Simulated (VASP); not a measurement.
# LiCl (Fm-3m) in VASP: settings compared, part 2 of 2

VASP 6.6.1.

## 3. Band structure, PBE0

The input, POSCAR:

```
LiCl
1.0
    0.0000000000      2.5647700000      2.5647700000
    2.5647700000      0.0000000000      2.5647700000
    2.5647700000      2.5647700000      0.0000000000
Cl Li
1 1
Direct
    0.5000000000      0.5000000000      0.5000000000
    0.0000000000      0.0000000000      0.0000000000
```

The input, INCAR.step1:

```
SYSTEM = LiCl
PREC = Accurate
ENCUT = 520
EDIFF = 1E-5
ISMEAR = 0
SIGMA = 0.02
LREAL = .False.
LASPH = .True.
NELM = 60
ALGO = Normal
ISIF = 2
LWAVE = .True.
LCHARG = .False.
GGA = PE
KPAR = 4
```

The input, INCAR.step2:

```
SYSTEM = LiCl
PREC = Accurate
ENCUT = 520
EDIFF = 1E-7
ISMEAR = 0
SIGMA = 0.02
LREAL = .False.
LASPH = .True.
NELM = 60
ALGO = Normal
ISIF = 2
LWAVE = .False.
LCHARG = .False.
GGA = PE
LHFCALC = .True.
AEXX = 0.25
PRECFOCK = Fast
HFRCUT = -1
ISTART = 1
KPAR = 4
```

The input, KPOINTS:

```
Automatic mesh
0
Gamma
  6 6 6
  0 0 0
```

The input, KPOINTS_OPT:

```
path GXWKGLUWLK,UX
8
line-mode
reciprocal
 0.0000000000  0.0000000000  0.0000000000  G
 0.5000000000  0.0000000000  0.5000000000  X

 0.5000000000  0.0000000000  0.5000000000  X
 0.5000000000  0.2500000000  0.7500000000  W

 0.5000000000  0.2500000000  0.7500000000  W
 0.3750000000  0.3750000000  0.7500000000  K

 0.3750000000  0.3750000000  0.7500000000  K
 0.0000000000  0.0000000000  0.0000000000  G

 0.0000000000  0.0000000000  0.0000000000  G
 0.5000000000  0.5000000000  0.5000000000  L

 0.5000000000  0.5000000000  0.5000000000  L
 0.6250000000  0.2500000000  0.6250000000  U

 0.6250000000  0.2500000000  0.6250000000  U
 0.5000000000  0.2500000000  0.7500000000  W

 0.5000000000  0.2500000000  0.7500000000  W
 0.5000000000  0.5000000000  0.5000000000  L

 0.5000000000  0.5000000000  0.5000000000  L
 0.3750000000  0.3750000000  0.7500000000  K

 0.6250000000  0.2500000000  0.6250000000  U
 0.5000000000  0.0000000000  0.5000000000  X
```

Potentials or basis: VASP PAW PBE potentials, release 64 (Cl, Li_sv).

Command:

```sh
$ cat potpaw_PBE.64/Cl/POTCAR potpaw_PBE.64/Li_sv/POTCAR > POTCAR
$ cp INCAR.step1 INCAR
$ mpirun -np 4 vasp_std > vasp.out
$ cp INCAR.step2 INCAR
$ mpirun -np 4 vasp_std > vasp.out
```

OUTCAR:

```text
SYSTEM = LiCl
   PREC = Accurate
   ENCUT = 520
   EDIFF = 1E-7
   ISMEAR = 0
   LREAL = .False.
   LASPH = .True.
   NELM = 60
   ISIF = 2
   GGA = PE
   LHFCALC = .True.
   AEXX = 0.25
   PRECFOCK = Fast
   ISTART = 1

 ion  position               nearest neighbor table
   1  0.500  0.500  0.500-   2 2.56   2 2.56   2 2.56   2 2.56   2 2.56   2 2.56
   2  0.000  0.000  0.000-   1 2.56   1 2.56   1 2.56   1 2.56   1 2.56   1 2.56

  LATTYP: Found a face centered cubic cell.
 ALAT       =     5.1295400000

  Lattice vectors:

 A1 = (   0.0000000000,   2.5647700000,   2.5647700000)
 A2 = (   2.5647700000,   0.0000000000,   2.5647700000)
 A3 = (   2.5647700000,   2.5647700000,   0.0000000000)

Analysis of symmetry for initial positions (statically):
=====================================================================
 Subroutine PRICEL returns:
 Original cell was already a primitive cell.

 Routine SETGRP: Setting up the symmetry group for a
 face centered cubic supercell.

 Subroutine GETGRP returns: Found 48 space group operations
 (whereof 48 operations were pure point group operations)
 out of a pool of 48 trial point group operations.

The static configuration has the point symmetry O_h .

Analysis of symmetry for dynamics (positions and initial velocities):
=====================================================================
 Subroutine PRICEL returns:
 Original cell was already a primitive cell.

 Routine SETGRP: Setting up the symmetry group for a
 face centered cubic supercell.

 Subroutine GETGRP returns: Found 48 space group operations
 (whereof 48 operations were pure point group operations)
 out of a pool of 48 trial point group operations.

The dynamic configuration has the point symmetry O_h .

 Subroutine INISYM returns: Found 48 space group operations
 (whereof 48 operations are pure point group operations),
 and found     1 'primitive' translations

----------------------------------------------------------------------------------------

                                     Primitive cell

  volume of cell :      33.7423

  direct lattice vectors                    reciprocal lattice vectors
     0.000000000  2.564770000  2.564770000    -0.194949255  0.194949255  0.194949255
     2.564770000  0.000000000  2.564770000     0.194949255 -0.194949255  0.194949255
     2.564770000  2.564770000  0.000000000     0.194949255  0.194949255 -0.194949255

  length of vectors
     3.627132518  3.627132518  3.627132518     0.337662014  0.337662014  0.337662014

  position of ions in fractional coordinates (direct lattice)
     0.500000000  0.500000000  0.500000000
     0.000000000  0.000000000  0.000000000

  ion indices of the primitive-cell ions
   primitive index   ion index
                 1           1
                 2           2

----------------------------------------------------------------------------------------

 KPOINTS: Automatic mesh

Automatic generation of k-mesh.
 Grid dimensions read from file:
 generate k-points for:    6    6    6

 Generating k-lattice:

  Cartesian coordinates                     Fractional coordinates (reciprocal lattice)
[... 36 lines left out ...]
   dimension x,y,z NGX =    28 NGY =   28 NGZ =   28
   dimension x,y,z NGXF=    56 NGYF=   56 NGZF=   56
   ions per type =               1   1
   NGX,Y,Z   is equivalent  to a cutoff of  12.83, 12.83, 12.83 a.u.
   NGXF,Y,Z  is equivalent  to a cutoff of  25.67, 25.67, 25.67 a.u.
 SYSTEM =  LiCl
   PREC   = accura    normal or accurate (medium, high low for compatibility)
   ISTART =      1    job   : 0-new  1-cont  2-samecut
   ICHARG =      0    charge: 1-file 2-atom 10-const
   ISPIN  =      1    spin polarized calculation?
   LNONCOLLINEAR =      F non collinear calculations
   LSORBIT =      F    spin-orbit coupling
   LASPH  =      T    aspherical Exc in radial PAW
   ENCUT  =  520.0 eV  38.22 Ry    6.18 a.u.   6.74  6.74  6.74*2*pi/ulx,y,z
   NELM   =     60;   NELMIN=  2; NELMDL=  0     # of ELM steps
   EDIFF  = 0.1E-06   stopping-criterion for ELM
   LREAL  =      F    real-space projection
   EDIFFG = 0.1E-05   stopping-criterion for IOM
   NSW    =      0    number of steps for IOM
   IBRION =     -1    ionic relax: 0-MD 1-quasi-New 2-CG
   NFREE  =      0    steps in history (QN), initial steepest desc. (CG)
   ISIF   =      2    stress and relaxation
   ISYM   =      3    0-nonsym 1-usesym 2-fastsym
   POTIM  = 0.5000    time-step for ionic-motion
   TEBEG  =    0.0;   TEEND  =   0.0 temperature during run
   PSTRESS=    0.0 pullay stress
   NELECT =      10.0000    total number of electrons
   NUPDOWN=      -1.0000    fix difference up-down
   EMIN   =  10.00;   EMAX   =-10.00  energy-range for DOS
   EFERMI =   0.00;   METHOD = LEGACY
   ISMEAR =     0;   SIGMA  =   0.02  broadening in eV -4-tet -1-fermi 0-gaus
   EFERMI_NEDOS =   21; number of points for ismear=-14 and -15
   IALGO  =     38    algorithm
   IMIX   =      1    mixing-type and parameters
     AMIX     =   0.40;   BMIX     =  1.00
     AMIX_MAG =   1.60;   BMIX_MAG =  1.00
  volume/ion in A,a.u.               =      16.87       113.85
  Fermi-wavevector in a.u.,A,eV,Ry     =   1.091482  2.062601 16.209056  1.191332
  Thomas-Fermi vector in A             =   2.227728
   LORBIT       =      0    0 simple, 1 ext, 2 COOP (PROOUT), +10 PAW based schemes
   GGA     = PE    functional components
   LHFCALC =     T    Hartree Fock is set to
   PRECFOCK=fast      Normal, Fast or Accurate (Low or Medium for compatibility)
   ENCUT4O =  -1.0   cutoff for four orbital integrals eV
   NKREDX  =     1    reduce k-point grid by
   NKREDY  =     1    reduce k-point grid by
   NKREDZ  =     1    reduce k-point grid by
   AEXX    =    0.2500 exact exchange contribution
   HFSCREEN=    0.0000 screening length (either q_TF or 0.3 A-1)
   HFSCREENC=   0.0000 screening length for correlation (either q_TF or 0.3 A-1)
   ENCUTFOCK=  -1.0 apply spherical cutoff to Coloumb kernel
   IVDW    =     0    specifies the selected vdW correction
   LEPSILON=     F    determine dielectric tensor
   LRPA    =     F    only Hartree local field effects (RPA)
 non-spin polarized calculation
 Gauss-broadening in eV      SIGMA  =   0.02
  energy-cutoff  :      520.00
  volume of cell :       33.74
 maximum number of plane-waves:       934
  NGX = 16; NGY = 16; NGZ = 16

 number of electron      10.0000005 magnetization

 Free energy of the ion-electron system (eV)
  ---------------------------------------------------
  ext. energy  EPLUGINS =         0.00000000
  ---------------------------------------------------
  free energy    TOTEN  =        -8.97830629 eV

  energy without entropy =       -8.97830629  energy(sigma->0) =       -8.97830629

 E-fermi :  -0.5662     XC(G=0):  -6.8883

 val. band max:       -0.7797821321   @ k =   0.0000   0.0000   0.0000
 cond. band min:       7.6717393507   @ k =   0.0000   0.0000   0.0000
 fundamental gap:      8.4515214828
 Fermi energy:        -0.5662206852

 k-point     1 :       0.0000    0.0000    0.0000
  band No.  band energies     occupation
      1     -47.0818      2.00000
      2     -15.4820      2.00000
      3      -0.7798      2.00000
      4      -0.7798      2.00000
      5      -0.7798      2.00000
      6       7.6717      0.00000
      7      13.4481      0.00000
      8      13.4481      0.00000
      9      13.4481      0.00000
[... 169 lines left out ...]
 k-point    16 :      -0.3333    0.5000    0.1667
  band No.  band energies     occupation
      1     -47.0776      2.00000
      2     -14.5959      2.00000
      3      -3.5271      2.00000
      4      -2.5731      2.00000
      5      -1.9468      2.00000
      6      10.1809      0.00000
      7      10.7846      0.00000
      8      12.9379      0.00000
      9      13.0151      0.00000

------------------------ aborting loop because EDIFF is reached ----------------------------------------

  FORCE on cell =-STRESS in cart. coord.  units (eV):
  Direction    XX          YY          ZZ          XY          YZ          ZX
  --------------------------------------------------------------------------------------
  -------------------------------------------------------------------------------------
  Total       -0.0969918     -0.0969918     -0.0969918      0.0000000      0.0000000      0.0000000
  in kB       -4.6054339     -4.6054339     -4.6054339      0.0000000      0.0000000      0.0000000
  external PRESSURE =      -4.6054339 kB  Pullay stress =       0.0000000 kB

 VOLUME and BASIS-vectors are now :
 -----------------------------------------------------------------------------
  energy-cutoff  :      520.00
  volume of cell :       33.74
      direct lattice vectors                 reciprocal lattice vectors
     0.000000000  2.564770000  2.564770000    -0.194949255  0.194949255  0.194949255
     2.564770000  0.000000000  2.564770000     0.194949255 -0.194949255  0.194949255
     2.564770000  2.564770000  0.000000000     0.194949255  0.194949255 -0.194949255

 POSITION                                       TOTAL-FORCE (eV/Angst)
 -----------------------------------------------------------------------------------
      2.56477      2.56477      2.56477        -0.000000      0.000000     -0.000000
      0.00000      0.00000      0.00000         0.000000     -0.000000      0.000000
 -----------------------------------------------------------------------------------
    total drift:                               -0.000000     -0.000000     -0.000000

  FREE ENERGIE OF THE ION-ELECTRON SYSTEM (eV)
  ---------------------------------------------------
  free  energy   TOTEN  =        -8.9783062915 eV

  energy  without entropy=       -8.9783062915  energy(sigma->0) =       -8.97830629
```

Wall time 2 min (4 MPI ranks of Intel Xeon Platinum 8488C (Sapphire Rapids), shared host); peak memory 0.19 GiB.

Results:

```
Free energy             : -8.9783 eV
Band gap on the k mesh  : 8.45 eV, direct
Band gap along the path : 8.45 eV, direct
```

Levels at the corners of the path, in eV from the valence-band top:
| point | band 1 | band 2 | band 3 | band 4 | band 5 | band 6 | band 7 | band 8 | band 9 |
| --- | --- | --- | --- | --- | --- | --- | --- | --- | --- |
| Γ | -46.31 | -14.70 | 0.00 | 0.00 | 0.00 | 8.45 | 14.23 | 14.23 | 14.23 |
| X | -46.30 | -13.81 | -3.15 | -1.20 | -1.20 | 10.05 | 10.35 | 14.90 | 16.62 |
| X | -46.30 | -13.81 | -3.15 | -1.20 | -1.20 | 10.05 | 10.35 | 14.90 | 16.62 |
| W | -46.30 | -13.82 | -2.30 | -2.30 | -1.16 | 11.82 | 12.45 | 12.70 | 12.70 |
| W | -46.30 | -13.82 | -2.30 | -2.30 | -1.16 | 11.82 | 12.45 | 12.70 | 12.70 |
| K | -46.30 | -13.84 | -2.70 | -1.94 | -0.90 | 10.24 | 12.19 | 13.82 | 14.15 |
| K | -46.30 | -13.84 | -2.70 | -1.94 | -0.90 | 10.24 | 12.19 | 13.82 | 14.15 |
| Γ | -46.31 | -14.70 | 0.00 | 0.00 | 0.00 | 8.45 | 14.23 | 14.23 | 14.23 |
| Γ | -46.31 | -14.70 | 0.00 | 0.00 | 0.00 | 8.45 | 14.23 | 14.23 | 14.23 |
| L | -46.30 | -14.08 | -3.08 | -0.29 | -0.29 | 8.85 | 11.75 | 11.75 | 15.47 |
| L | -46.30 | -14.08 | -3.08 | -0.29 | -0.29 | 8.85 | 11.75 | 11.75 | 15.47 |
| U | -46.30 | -13.84 | -2.70 | -1.94 | -0.90 | 10.24 | 12.19 | 13.82 | 14.15 |
| U | -46.30 | -13.84 | -2.70 | -1.94 | -0.90 | 10.24 | 12.19 | 13.82 | 14.15 |
| W | -46.30 | -13.82 | -2.30 | -2.30 | -1.16 | 11.82 | 12.45 | 12.70 | 12.70 |
| W | -46.30 | -13.82 | -2.30 | -2.30 | -1.16 | 11.82 | 12.45 | 12.70 | 12.70 |
| L | -46.30 | -14.08 | -3.08 | -0.29 | -0.29 | 8.85 | 11.75 | 11.75 | 15.47 |
| L | -46.30 | -14.08 | -3.08 | -0.29 | -0.29 | 8.85 | 11.75 | 11.75 | 15.47 |
| K | -46.30 | -13.84 | -2.70 | -1.94 | -0.90 | 10.24 | 12.19 | 13.82 | 14.15 |
| U | -46.30 | -13.84 | -2.70 | -1.94 | -0.90 | 10.24 | 12.19 | 13.82 | 14.15 |
| X | -46.30 | -13.81 | -3.15 | -1.20 | -1.20 | 10.05 | 10.35 | 14.90 | 16.62 |

Caveat: the cutoff is under 1.25 times the usual one of these potentials, so pressure, stress and relaxed cells hold a basis-set (Pulay) error; the PAW data sets were made with another functional, which shifts forces and pressure a little.
